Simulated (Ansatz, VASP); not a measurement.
Pb: VASP beside Ansatz

File INCAR:

```
SYSTEM = Pb
PREC     = Accurate       ! precision mode
ENCUT    = 520            ! plane-wave cutoff, eV
EDIFF    = 1E-6           ! SCF threshold, eV
ISMEAR   = 0              ! smearing method
SIGMA    = 0.3            ! smearing width, eV
LREAL    = .FALSE.        ! projectors in reciprocal space
LASPH    = .TRUE.         ! aspherical terms in the spheres
NELM     = 80             ! most SCF steps
ALGO     = Normal         ! electronic algorithm
ISIF     = 2              ! what is computed and relaxed
LWAVE    = .FALSE.        ! write WAVECAR
LCHARG   = .FALSE.        ! write CHGCAR
GGA      = PE             ! functional
NBANDS   = 13             ! bands
```

KPOINTS

```
Automatic mesh
0
G
  11 11 11
  0 0 0
```

File POSCAR:

```
Pb
1.0
    0.0000000000      2.5175937382      2.5175937382
    2.5175937382      0.0000000000      2.5175937382
    2.5175937382      2.5175937382      0.0000000000
Pb
1
Direct
    0.0000000000      0.0000000000      0.0000000000
```

Input for Ansatz:

```yaml
crystal:
  lattice:
    - [0.0, 2.5175937382, 2.5175937382]
    - [2.5175937382, 0.0, 2.5175937382]
    - [2.5175937382, 2.5175937382, 0.0]
  atoms:
    - { symbol: Pb, position: [0.0, 0.0, 0.0] }
hamiltonian:
  xc: pbe
  pseudopotentials:
    kind: paw
    azcp:
      Pb: "pseudopotentials/Pb.paw.azcp"
basis:
  ecutwfc: 420
  fft_grid_basis: typed
kpoints:
  mp_grid: { grid: [11, 11, 11], shift: [0, 0, 0] }
magnetization:
  spin_polarized: false
scf:
  occupations: { method: gaussian, width: 0.3 }
  lower_state_search: "off"
output:
  stress: true
```

Alike in both runs: task single point; functional PBE; k mesh 11 × 11 × 11; occupations gaussian, width 0.3 eV; no spin polarisation.

|  | VASP | Ansatz |
| --- | --- | --- |
| version | VASP 6.6.1 | Ansatz 0.2.0 |
| potentials or method | VASP PAW PBE potentials, release 64 (Pb_d) | plane waves (420 eV) with PAW, scalar-relativistic |
| plane-wave cutoff (eV) | 520 | 420 |
| valence electrons in the cell | 14 | 14 |

```csv
,VASP,Ansatz,Ansatz less VASP
pressure (GPa),0.0,0.0,+0.05
```

Spin-orbit coupling is left out, which matters for the levels of Pb.
